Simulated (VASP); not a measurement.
These are PBE GGA with D4 dispersion, VASP's PBE PAW potentials (set 64) (plane waves; VASP) values and carry that method's errors.

VASP ran on this input.

File POSCAR:
```
MgF2
1.0
  4.6973137164   0.0000000000   0.0000000000
  0.0000000000   4.6973137164   0.0000000000
  0.0000000000   0.0000000000   3.1037763641
Mg F
2 4
direct
  0.0000000000   0.0000000000   0.0000000000
  0.5000000000   0.5000000000   0.5000000000
  0.3027950162   0.3027950162   0.0000000000
  0.8027950162   0.1972049838   0.5000000000
  0.1972049838   0.8027950162   0.5000000000
  0.6972049838   0.6972049838   0.0000000000
```

### KPOINTS
```
kpoints
0
gamma
  5 5 7
```

### INCAR
```
ALGO = Normal
EDIFF = 1E-7
EDIFFG = -0.01
ENCUT = 520
GGA = PE
IBRION = 2
ISIF = 4
ISMEAR = 0
IVDW = 13
LASPH = .TRUE.
LCHARG = .FALSE.
LREAL = .FALSE.
LWAVE = .FALSE.
NELM = 100
NSW = 30
PREC = Accurate
SIGMA = 0.05
SYSTEM = MgF2
```

POTCAR, in this order: Mg F (PBE.64 set). Program: vasp_std.

The resulting files:

OUTCAR:
```
 ion  position               nearest neighbor table
   1  0.000  0.000  0.000-   3 2.01   6 2.01   5 2.03   4 2.03   4 2.03   5 2.03
   2  0.500  0.500  0.500-   4 2.01   5 2.01   3 2.03   6 2.03   3 2.03   6 2.03
   3  0.303  0.303  0.000-   1 2.01   2 2.03   2 2.03
   4  0.803  0.197  0.500-   2 2.01   1 2.03   1 2.03
   5  0.197  0.803  0.500-   2 2.01   1 2.03   1 2.03
   6  0.697  0.697  0.000-   1 2.01   2 2.03   2 2.03
  LATTYP: Found a simple tetragonal cell.
 ALAT       =     4.6973137164
 C/A-ratio  =     0.6607556045
 Subroutine PRICEL returns:
 Original cell was already a primitive cell.
 Subroutine GETGRP returns: Found 16 space group operations
The static configuration has the point symmetry D_2h.
 The point group associated with its full space group is D_4h.
The dynamic configuration has the point symmetry D_2h.
 Subroutine INISYM returns: Found 16 space group operations
 Subroutine IBZKPT returns following result:
 Found     24 irreducible k-points:

 Following reciprocal coordinates:
            Coordinates               Weight
  0.000000  0.000000  0.000000      1.000000
  0.200000  0.000000  0.000000      4.000000
  0.400000  0.000000  0.000000      4.000000
  0.200000  0.200000  0.000000      4.000000
  0.400000  0.200000  0.000000      8.000000
  0.400000  0.400000  0.000000      4.000000
  0.000000  0.000000  0.142857      2.000000
  0.200000  0.000000  0.142857      8.000000
  0.400000  0.000000  0.142857      8.000000
  0.200000  0.200000  0.142857      8.000000
  0.400000  0.200000  0.142857     16.000000
  0.400000  0.400000  0.142857      8.000000
  0.000000  0.000000  0.285714      2.000000
  0.200000  0.000000  0.285714      8.000000
  0.400000  0.000000  0.285714      8.000000
  0.200000  0.200000  0.285714      8.000000
  0.400000  0.200000  0.285714     16.000000
  0.400000  0.400000  0.285714      8.000000
...
```

**OSZICAR**
```
       N       E                     dE             d eps       ncg     rms          rms(c)
DAV:   1     0.202021705963E+03    0.20202E+03   -0.18333E+04   992   0.150E+03
DAV:   2    -0.239475760539E+02   -0.22597E+03   -0.21693E+03  1276   0.337E+02
DAV:   3    -0.340810184118E+02   -0.10133E+02   -0.10107E+02  1116   0.751E+01
DAV:   4    -0.341501120070E+02   -0.69094E-01   -0.69077E-01  1092   0.714E+00
DAV:   5    -0.341505525864E+02   -0.44058E-03   -0.44057E-03  1088   0.574E-01    0.100E+01
DAV:   6    -0.314949992592E+02    0.26556E+01   -0.11442E+01  1096   0.257E+01    0.307E+00
DAV:   7    -0.315116259074E+02   -0.16627E-01   -0.10526E-01  1028   0.253E+00    0.190E+00
DAV:   8    -0.315397843772E+02   -0.28158E-01   -0.58020E-02  1088   0.278E+00    0.163E-01
DAV:   9    -0.315409360775E+02   -0.11517E-02   -0.29917E-03  1108   0.407E-01    0.736E-02
DAV:  10    -0.315411503524E+02   -0.21427E-03   -0.24401E-04  1068   0.135E-01    0.120E-02
DAV:  11    -0.315411521555E+02   -0.18031E-05   -0.24451E-05  1108   0.409E-02    0.818E-03
DAV:  12    -0.315411522088E+02   -0.53291E-07   -0.90008E-06  1080   0.245E-02    0.207E-03
DAV:  13    -0.315411521709E+02    0.37885E-07   -0.47903E-07  1108   0.571E-03
   1 F= -.32210892E+02 E0= -.32210892E+02  d E =-.322109E+02
       N       E                     dE             d eps       ncg     rms          rms(c)
DAV:   1    -0.315417732936E+02   -0.62108E-03   -0.27462E-01   960   0.487E+00    0.156E-01
DAV:   2    -0.315420786552E+02   -0.30536E-03   -0.56145E-03  1100   0.637E-01    0.859E-02
DAV:   3    -0.315419525037E+02    0.12615E-03   -0.91707E-05  1096   0.116E-01    0.315E-02
DAV:   4    -0.315419355296E+02    0.16974E-04   -0.47698E-05  1100   0.727E-02    0.573E-03
DAV:   5    -0.315419359046E+02   -0.37493E-06   -0.53292E-06  1056   0.188E-02    0.365E-03
DAV:   6    -0.315419359103E+02   -0.57016E-08   -0.18606E-07   652   0.505E-03
   2 F= -.32211610E+02 E0= -.32211610E+02  d E =-.718355E-03
       N       E                     dE             d eps       ncg     rms          rms(c)
DAV:   1    -0.315420789489E+02   -0.14304E-03   -0.28180E-01   960   0.493E+00    0.158E-01
DAV:   2    -0.315423922121E+02   -0.31326E-03   -0.57671E-03  1096   0.646E-01    0.871E-02
DAV:   3    -0.315422621590E+02    0.13005E-03   -0.94782E-05  1096   0.118E-01    0.319E-02
DAV:   4    -0.315422447152E+02    0.17444E-04   -0.49293E-05  1100   0.739E-02    0.583E-03
DAV:   5    -0.315422451021E+02   -0.38689E-06   -0.55064E-06  1048   0.191E-02    0.371E-03
DAV:   6    -0.315422451088E+02   -0.67735E-08   -0.19308E-07   660   0.513E-03
   3 F= -.32211855E+02 E0= -.32211855E+02  d E =-.963021E-03
```

OUTCAR:
```
------------------------ aborting loop because EDIFF is reached ----------------------------------------
  Edisp (eV):   -0.66961
  FORCE on cell =-STRESS in cart. coord.  units (eV):
  Direction    XX          YY          ZZ          XY          YZ          ZX
  --------------------------------------------------------------------------------------
  Total      -1.14782    -1.14782    -1.15662     0.00000     0.00000     0.00000
  in kB     -26.85313   -26.85313   -27.05904     0.00000     0.00000     0.00000
  external pressure =      -26.92 kB  Pullay stress =        0.00 kB
  volume of cell :       68.48
      direct lattice vectors                 reciprocal lattice vectors
     4.703459240  0.000000000  0.000000000     0.212609475 -0.000000000  0.000000000
     0.000000000  4.703459240  0.000000000    -0.000000000  0.212609475  0.000000000
     0.000000000  0.000000000  3.095670896     0.000000000  0.000000000  0.323031754
 POSITION                                       TOTAL-FORCE (eV/Angst)
 -----------------------------------------------------------------------------------
      0.00000      4.70346      0.00000         0.000000      0.000000      0.000000
      2.35173      2.35173      1.54784         0.000000      0.000000      0.000000
      1.42815      1.42815      0.00000        -0.000571     -0.000571     -0.000000
      3.77988      0.92358      1.54784        -0.000571      0.000571      0.000000
      0.92358      3.77988      1.54784         0.000571     -0.000571      0.000000
      3.27531      3.27531      0.00000         0.000571      0.000571      0.000000
 -----------------------------------------------------------------------------------
    total drift:                                0.000000      0.000000      0.000000
  FREE ENERGIE OF THE ION-ELECTRON SYSTEM (eV)
  ---------------------------------------------------
  free  energy   TOTEN  =       -32.2118551222 eV

  energy  without entropy=      -32.2118551222  energy(sigma->0) =      -32.21185512

 reached required accuracy - stopping structural energy minimisation
```
(Selected blocks of OUTCAR.)

**CONTCAR**
```
MgF2
   1.00000000000000
     4.7034592396480015    0.0000000000000000    0.0000000000000000
     0.0000000000000000    4.7034592396480015    0.0000000000000000
     0.0000000000000000    0.0000000000000000    3.0956708963559700
  Mg              F
     2     4
Direct
     0.0000000000000000    1.0000000000000000    0.0000000000000000
     0.5000000000000000    0.5000000000000000    0.5000000000000000
     0.3036382346140785    0.3036382346140785    0.0000000000000000
     0.8036382346140785    0.1963617653859215    0.5000000000000000
     0.1963617653859215    0.8036382346140785    0.5000000000000000
     0.6963617653859215    0.6963617653859215    0.0000000000000000
```

The compound is MgF2 in the rutile structure. This cell is one point of a volume scan, at 1.03 of the reference volume. Symmetry was kept, so distortions that lower it aren't found.
